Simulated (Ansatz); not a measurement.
WS2:

```
W S
1.0
     3.16058   -1.93750    0.00000
     3.16058    1.93750    0.00000
    -0.00311    0.00000    4.45709
W S
1 2
Direct
  0.00000 0.00000 0.00000
  0.68790 0.68790 0.28890
  0.31210 0.31210 0.71110
```

The cell was built by a generator and isn't the measured one.

* Program: Ansatz 0.2.0
* Task: single point
* Functional: PBE
* Potentials or basis: all-electron LAPW, scalar-relativistic
* Cutoff: 301 eV (chosen from the basis error)
* Basis error allowed: 0.001 eV/atom
* k mesh: 8 × 8 × 6
* Occupations: fermi-dirac, width 0.05 eV
* Spin: no spin polarisation

On this cell: pressure -5.4 GPa; largest force 1.505 eV/Å; band gap on the k mesh none (metal or under the smearing width).

The same run follows on a disturbed copy (atoms moved at random, drawn with an rms of 0.05 Å):

```
W S
1.0
     3.16058   -1.93750    0.00000
     3.16058    1.93750    0.00000
    -0.00311    0.00000    4.45709
W S
1 2
Direct
  0.01630 0.98562 0.00248
  0.68526 0.69215 0.29261
  0.32308 0.30514 0.70347
```

Problem. What changes?

Solution. The energy (extrapolated to zero smearing) moves by +14.0 meV/atom; pressure -6.7 GPa; largest force 1.706 eV/Å; band gap on the k mesh none (metal or under the smearing width).

Forces on the atoms (eV/Å):
```
W    0.118 -0.166 -0.244
S   -1.183 -0.065 -1.068
S    1.065  0.231  1.312
```

Stress tensor (GPa, compression positive):
```
-12.99  -0.20  -7.65
 -0.20 -19.69  -0.42
 -7.65  -0.42  12.63
```

Caveats: forces of over 1 eV/Å show positions far from the minimum, so gaps and moduli don't describe the material at rest (some runs).
